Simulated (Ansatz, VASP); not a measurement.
**SnSe2 in VASP and in Ansatz**

```
CELL_PARAMETERS angstrom
3.70246 0.00000 0.00000
-1.85123 3.20642 0.00000
0.00000 0.00000 5.32901
ATOMIC_POSITIONS crystal
Sn 0.00000 0.00000 0.00000
Se 0.33333 0.66667 0.29787
Se 0.66667 0.33333 0.70213
```

Alike in both runs: functional PBE; dispersion D3(BJ); k mesh 12 × 12 × 8; occupations gaussian, width 0.03 eV; no spin polarisation.

Ansatz relaxed the structure, and its values are those at the end. VASP's run is a single point on that final structure, the one shown.

|  | VASP | Ansatz |
| --- | --- | --- |
| version | VASP 6.6.1 | Ansatz 0.2.0 |
| potentials or method | VASP PAW PBE potentials, release 64 (Sn_d, Se) | scalar-relativistic, plane waves, PAW |
| plane-wave cutoff (eV) | 520 | 450 |
| valence electrons in the cell | 26 | 46 |

Ansatz gave:

- gap on the k mesh at the Fermi level (eV): none
- pressure (GPa): 12.0
- rms of the force components (eV/Å): 0.000
- dispersion energy (meV/atom): -445.7

**Question.** Estimate VASP's values.

**Answer.** gap on the k mesh at the Fermi level (eV): none; pressure (GPa): 12.2; rms of the force components (eV/Å): 0.010; dispersion energy (meV/atom): -445.6.

A gap of «none» marks a metal or a gap that the smearing closes. The two sets of potentials don't hold the same shells in valence.

Caveats: pairwise dispersion overbinds metals, which lowers pressure and volume.
